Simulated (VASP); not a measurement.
# LiCl in VASP: relaxation of the atoms with PBE+D3

Aim: the relaxation of the atoms of LiCl with PBE+D3.

Everything below comes from runs of VASP 6.6.1. Logs are shortened: lines on timing, memory, paths and dates and some standing lists are left out, and cuts for length are marked.

### Step 1. The undisturbed slab

The cell holds a slab with vacuum, 8 atoms: a = 3.925 Å, b = 3.925 Å, c = 25.317 Å, α = 90.00°, β = 90.00°, γ = 120.00°.

### Step 2. Relaxation of the atoms, PBE+D3 (the (0 0 1) slab of LiCl, cut from the database cell, not relaxed)

INCAR reads:

```
SYSTEM = LiCl
  PREC = Accurate
  ENCUT = 520
  EDIFF = 1E-7
  ISMEAR = 0
  SIGMA = 0.05
  LREAL = .False.
  LASPH = .True.
  NELM = 80
  ALGO = Normal
  ISIF = 2
  LWAVE = .False.
  LCHARG = .False.
  LDIPOL = .True.
  IDIPOL = 3
  DIPOL = 0.5 0.5 0.500
  GGA = PE
  IVDW = 11
  IBRION = 2
  NSW = 40
  EDIFFG = -0.02
```

KPOINTS reads:

```
regular mesh
0
Gamma
  8 8 1
  0 0 0
```

POSCAR reads:

```
LiCl
1.0
    3.9248822083      0.0000000000      0.0000000000
   -1.9624411041      3.3990476993      0.0000000000
    0.0000000000      0.0000000000     25.3174625167
Li Cl
4 4
Selective dynamics
Direct
    0.6666666700      0.3333333400      0.2962382188  F F F
    0.3333333300      0.6666666600      0.4217871555  F F F
    0.6666666700      0.3333333400      0.5473360923  T T T
    0.3333333300      0.6666666600      0.6728850290  T T T
    0.3333333300      0.6666666600      0.3271149710  F F F
    0.6666666700      0.3333333400      0.4526639077  F F F
    0.3333333300      0.6666666600      0.5782128445  T T T
    0.6666666700      0.3333333400      0.7037617812  T T T
```

Potentials or basis: VASP PAW PBE potentials, release 64 (Li_sv, Cl).

Command:

```console
$ cat potpaw_PBE.64/Li_sv/POTCAR potpaw_PBE.64/Cl/POTCAR > POTCAR
$ mpirun -np 1 vasp_std > vasp.out
```

OUTCAR:

```text
SYSTEM = LiCl
   PREC = Accurate
   ENCUT = 520
   EDIFF = 1E-7
   ISMEAR = 0
   LREAL = .False.
   LASPH = .True.
   NELM = 80
   ISIF = 2
   GGA = PE
   IVDW = 11
   IBRION = 2
   NSW = 40
   EDIFFG = -0.02
 IVDW          = 11

 ion  position               nearest neighbor table
   1  0.667  0.333  0.296-   5 2.40   5 2.40   5 2.40
   2  0.333  0.667  0.422-   5 2.40   6 2.40   6 2.40   6 2.40
   3  0.667  0.333  0.547-   6 2.40   7 2.40   7 2.40   7 2.40
   4  0.333  0.667  0.673-   7 2.40   8 2.40   8 2.40   8 2.40
   5  0.333  0.667  0.327-   2 2.40   1 2.40   1 2.40   1 2.40
   6  0.667  0.333  0.453-   3 2.40   2 2.40   2 2.40   2 2.40
   7  0.333  0.667  0.578-   4 2.40   3 2.40   3 2.40   3 2.40
   8  0.667  0.333  0.704-   4 2.40   4 2.40   4 2.40

  LATTYP: Found a hexagonal cell.
 ALAT       =     3.9248822083
 C/A-ratio  =     6.4505025051

  Lattice vectors:

 A1 = (   3.9248822083,   0.0000000000,   0.0000000000)
 A2 = (  -1.9624411041,   3.3990476993,   0.0000000000)
 A3 = (   0.0000000000,   0.0000000000,  25.3174625167)

Analysis of symmetry for initial positions (statically):
=====================================================================
 Subroutine PRICEL returns:
 Original cell was already a primitive cell.

 Routine SETGRP: Setting up the symmetry group for a
 hexagonal supercell.

 Subroutine GETGRP returns: Found  6 space group operations
 (whereof  6 operations were pure point group operations)
 out of a pool of 24 trial point group operations.

The static configuration has the point symmetry C_3v.

Analysis of symmetry for dynamics (positions and initial velocities):
=====================================================================
 Subroutine PRICEL returns:
 Original cell was already a primitive cell.

 Routine SETGRP: Setting up the symmetry group for a
 hexagonal supercell.

 Subroutine GETGRP returns: Found  6 space group operations
 (whereof  6 operations were pure point group operations)
 out of a pool of 24 trial point group operations.

The dynamic configuration has the point symmetry C_3v.

Analysis of constrained symmetry for selective dynamics:
=====================================================================
 Subroutine PRICEL returns:
 Original cell was already a primitive cell.

 Routine SETGRP: Setting up the symmetry group for a
 hexagonal supercell.

[... 114 lines left out ...]
   EMIN   =  10.00;   EMAX   =-10.00  energy-range for DOS
   EFERMI =   0.00;   METHOD = LEGACY
   ISMEAR =     0;   SIGMA  =   0.05  broadening in eV -4-tet -1-fermi 0-gaus
   EFERMI_NEDOS =   21; number of points for ismear=-14 and -15
   IALGO  =     38    algorithm
   IMIX   =      4    mixing-type and parameters
     AMIX     =   0.40;   BMIX     =  1.00
     AMIX_MAG =   1.60;   BMIX_MAG =  1.00
  volume/ion in A,a.u.               =      42.22       284.91
  Fermi-wavevector in a.u.,A,eV,Ry     =   0.803946  1.519237  8.793839  0.646329
  Thomas-Fermi vector in A             =   1.911909
   LORBIT       =      0    0 simple, 1 ext, 2 COOP (PROOUT), +10 PAW based schemes
   GGA     = PE    functional components
   LHFCALC =     F    Hartree Fock is set to
   AEXX    =    0.0000 exact exchange contribution
   IVDW    =    11    specifies the selected vdW correction
   LEPSILON=     F    determine dielectric tensor
   LRPA    =     F    only Hartree local field effects (RPA)
 conjugate gradient relaxation of ions
 non-spin polarized calculation
 Gauss-broadening in eV      SIGMA  =   0.05
  energy-cutoff  :      520.00
  volume of cell :      337.76
 maximum number of plane-waves:      9161
 NGX is ok and might be reduce to    30
   NGX = 15   NGY = 15   NGZ = 95

--------------------------------------- Ionic step        1  -------------------------------------------

 number of electron      40.0000001 magnetization

 Free energy of the ion-electron system (eV)
  ---------------------------------------------------
  ext. energy  EPLUGINS =         0.00000000
  ---------------------------------------------------
  free energy    TOTEN  =       -28.29366121 eV

  energy without entropy =      -28.28774262  energy(sigma->0) =      -28.29070192

------------------------ aborting loop because EDIFF is reached ----------------------------------------

 Edisp (eV)   -0.89870

 E8    (eV) :    -0.4911
[... 123 lines left out ...]
  FREE ENERGIE OF THE ION-ELECTRON SYSTEM (eV)
  ---------------------------------------------------
  free  energy   TOTEN  =       -29.3242770039 eV

  energy  without entropy=      -29.3167658938  energy(sigma->0) =      -29.32052145

[... ionic steps 4 to 25 ...]

--------------------------------------- Ionic step       26  -------------------------------------------

 number of electron      39.9999992 magnetization

------------------------ aborting loop because EDIFF is reached ----------------------------------------
[... 87 lines left out ...]
--------------------------------------- Ionic step       28  -------------------------------------------

 number of electron      39.9999992 magnetization

 dipolmoment           0.000000      0.000000      0.472064 electrons x Angstroem

 Free energy of the ion-electron system (eV)
  ---------------------------------------------------
  ext. energy  EPLUGINS =         0.00000000
  ---------------------------------------------------
  free energy    TOTEN  =       -28.52427910 eV

  energy without entropy =      -28.52286050  energy(sigma->0) =      -28.52356980

 E-fermi :  -2.2389     XC(G=0):  -4.2297

 val. band max:       -2.2999705102   @ k =   0.1250   0.1250   0.0000
 cond. band min:      -2.2292490317   @ k =   0.0000   0.0000   0.0000
 fundamental gap:      0.0707214785
 Fermi energy:        -2.2389067247

 k-point     1 :       0.0000    0.0000    0.0000
  band No.  band energies     occupation
      1     -50.0515      2.00000
      2     -46.4242      2.00000
      3     -45.1897      2.00000
      4     -45.0942      2.00000
      5     -18.7491      2.00000
      6     -15.2923      2.00000
[... 269 lines left out ...]
     24       2.8435      0.00000
     25       3.1481      0.00000

------------------------ aborting loop because EDIFF is reached ----------------------------------------

 vacuum level on the upper side and lower side of the slab       (xc-potential included)         2.914        -3.500

 Edisp (eV)   -0.91414

 E8    (eV) :    -0.5010

  FORCE on cell =-STRESS in cart. coord.  units (eV):
  Direction    XX          YY          ZZ          XY          YZ          ZX
  --------------------------------------------------------------------------------------
  -------------------------------------------------------------------------------------
  Total      -0.36658    -0.36658    -0.91839    -0.00000     0.00000    -0.00000
  in kB      -1.73892    -1.73892    -4.35645    -0.00000     0.00000    -0.00000
  external pressure =       -2.61 kB  Pullay stress =        0.00 kB
[... 23 lines left out ...]
  FREE ENERGIE OF THE ION-ELECTRON SYSTEM (eV)
  ---------------------------------------------------
  free  energy   TOTEN  =       -29.4384194494 eV

  energy  without entropy=      -29.4370008480  energy(sigma->0) =      -29.43771015

 reached required accuracy - stopping structural energy minimisation

 vacuum level on the upper side and lower side of the slab         5.231        -1.316
```

Run time: 56 min. Hardware: 1 thread of Intel Xeon Platinum 8559C (Emerald Rapids), shared host; peak memory 0.47 GiB.

What came out:

- Free energy: -29.4384 eV
- Energy gained by relaxing: 30.8 meV/atom
- Ionic steps: 28
- Band gap on the k mesh: 0.07 eV, indirect (least direct gap 0.18 eV)
- Dispersion energy per atom: -0.114 eV

Step by step:
| step | energy change (eV) | largest force (eV/Å) | pressure (GPa) |
| --- | --- | --- | --- |
| 1 | 0.0000 | 0.6091 | -0.83 |
| 2 | -0.0456 | 0.6542 | -0.82 |
| 3 | -0.1319 | 0.7890 | -0.72 |
| 4 | -0.1636 | 1.0368 | -0.49 |
| 5 | -0.1666 | 0.9972 | -0.52 |
| 6 | -0.1670 | 0.9742 | -0.54 |
| 7 | -0.1752 | 0.9788 | -0.52 |
| 8 | -0.1895 | 0.9873 | -0.47 |
| 9 | -0.1907 | 0.9893 | -0.45 |
| 10 | -0.1947 | 0.9924 | -0.44 |
| 11 | -0.2036 | 1.0021 | -0.41 |
| 12 | -0.2039 | 1.0223 | -0.31 |
| 13 | -0.2071 | 1.0109 | -0.37 |
| 14 | -0.2122 | 1.0472 | -0.37 |
| 15 | -0.2145 | 1.0845 | -0.37 |
| 16 | -0.2186 | 1.1106 | -0.35 |
| 17 | -0.2314 | 1.1791 | -0.31 |
| 18 | -0.1818 | 1.2670 | -0.18 |
| 19 | -0.2333 | 1.1906 | -0.30 |
| 20 | -0.2344 | 1.2225 | -0.28 |
| 21 | -0.2350 | 1.2090 | -0.29 |
| 22 | -0.2374 | 1.2189 | -0.27 |
| 23 | -0.2384 | 1.2284 | -0.26 |
| 24 | -0.2421 | 1.2262 | -0.25 |
| 25 | -0.2456 | 1.2214 | -0.23 |
| 26 | -0.2456 | 1.2216 | -0.23 |
| 27 | -0.2459 | 1.2214 | -0.25 |
| 28 | -0.2461 | 1.2212 | -0.26 |

Final structure:
```cif
data_structure
_symmetry_space_group_name_H-M 'P 1'
_symmetry_Int_Tables_number 1
_cell_length_a 3.9249
_cell_length_b 3.9249
_cell_length_c 25.3175
_cell_angle_alpha 90.000
_cell_angle_beta 90.000
_cell_angle_gamma 120.000
_cell_volume 337.76
loop_
_atom_site_label
_atom_site_type_symbol
_atom_site_fract_x
_atom_site_fract_y
_atom_site_fract_z
_atom_site_occupancy
Li1 Li 0.66667 0.33333 0.29624 1
Li2 Li 0.33333 0.66667 0.42179 1
Li3 Li 0.66667 0.33333 0.57816 1
Li4 Li 0.33333 0.66667 0.66413 1
Cl1 Cl 0.33333 0.66667 0.32711 1
Cl2 Cl 0.66667 0.33333 0.45266 1
Cl3 Cl 0.33333 0.66667 0.56690 1
Cl4 Cl 0.66667 0.33333 0.67879 1
```

Levels at points of the mesh, in eV from the valence-band top:
| k point | band 18 | band 19 | band 20 | band 21 | band 22 | band 23 |
| --- | --- | --- | --- | --- | --- | --- |
| (0.00, 0.00, 0.00) | -0.24 | -0.24 | -0.11 | 0.07 | 1.70 | 3.55 |
| (0.50, 0.00, 0.00) | -0.63 | -0.55 | -0.27 | 2.38 | 2.97 | 4.41 |

Caveat: the cutoff is under 1.25 times the usual one of these potentials, so pressure, stress and relaxed cells hold a basis-set (Pulay) error.
